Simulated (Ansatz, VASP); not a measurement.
## TiB2 in VASP and in Ansatz

Contents of INCAR:

```
SYSTEM = TiB2
PREC     = Accurate       ! precision mode
ENCUT    = 520            ! plane-wave cutoff, eV
EDIFF    = 1E-6           ! SCF threshold, eV
ISMEAR   = 1              ! smearing method
SIGMA    = 0.1            ! smearing width, eV
LREAL    = .False.        ! projectors in reciprocal space
LASPH    = .True.         ! aspherical terms in the spheres
NELM     = 60             ! most SCF steps
ALGO     = Normal         ! electronic algorithm
ISIF     = 2              ! what is computed and relaxed
LWAVE    = .False.        ! write WAVECAR
LCHARG   = .False.        ! write CHGCAR
GGA      = PS             ! functional
NBANDS   = 16             ! bands
```

Contents of KPOINTS:

```
Automatic mesh
0
Gamma
  11 11 9
  0 0 0
```

POSCAR

```
TiB2
1.0
    2.9461660724      0.0000000000      0.0000000000
   -1.4730830362      2.5514545135      0.0000000000
    0.0000000000      0.0000000000      3.1399057666
Ti B
1 2
Direct
    0.0000000000      0.0000000000      0.0000000000
    0.3333333333      0.6666666667      0.5000000000
    0.6666666667      0.3333333333      0.5000000000
```

Input for Ansatz:

```yaml
crystal:
  lattice:
    - [2.9461660723821583, 0.0, 0.0]
    - [-1.4730830361910792, 2.551454513504803, 0.0]
    - [0.0, 0.0, 3.139905766564955]
  atoms:
    - { symbol: Ti, position: [0.0, 0.0, 0.0] }
    - { symbol: B, position: [0.3333333333333333, 0.6666666666666666, 0.5] }
    - { symbol: B, position: [0.6666666666666666, 0.3333333333333333, 0.5] }
basis:
  ecutwfc: 517.016338673772
kpoints:
  mp_grid:
    grid: [11, 11, 9]
hamiltonian:
  xc: pbesol
scf:
  convergence:
    dr2_threshold: 1.0e-10
  occupations:
    method: methfessel_paxton
output:
  stress: true
```

Alike in both runs: task single point; functional PBEsol; k mesh 11 × 11 × 9; no spin polarisation.

|  | VASP | Ansatz |
| --- | --- | --- |
| version | VASP 6.6.1 | Ansatz 0.2.0 |
| potentials or method | VASP PAW PBE potentials, release 64 (Ti_sv, B) | plane waves, PAW |
| plane-wave cutoff (eV) | 520 | 517 |
| occupations | methfessel-paxton of order 1, width 0.1 eV | methfessel-paxton of order 1 |
| valence electrons in the cell | 18 | 18 |

VASP gave:

| Item | Value |
| --- | --- |
| pressure (GPa) | 19.6 |
| largest component of the traceless stress (GPa) | 5.61 |

**Question.** What did Ansatz give for the same quantities?

**Answer.** Pressure (GPa): 19.1; largest component of the traceless stress (GPa): 5.49.

Caveats: so large a pressure means that the cell lies far from this level's equilibrium, or that cutoff or potentials fall short (VASP); the potentials were made for another functional, which shifts forces and pressure (VASP).
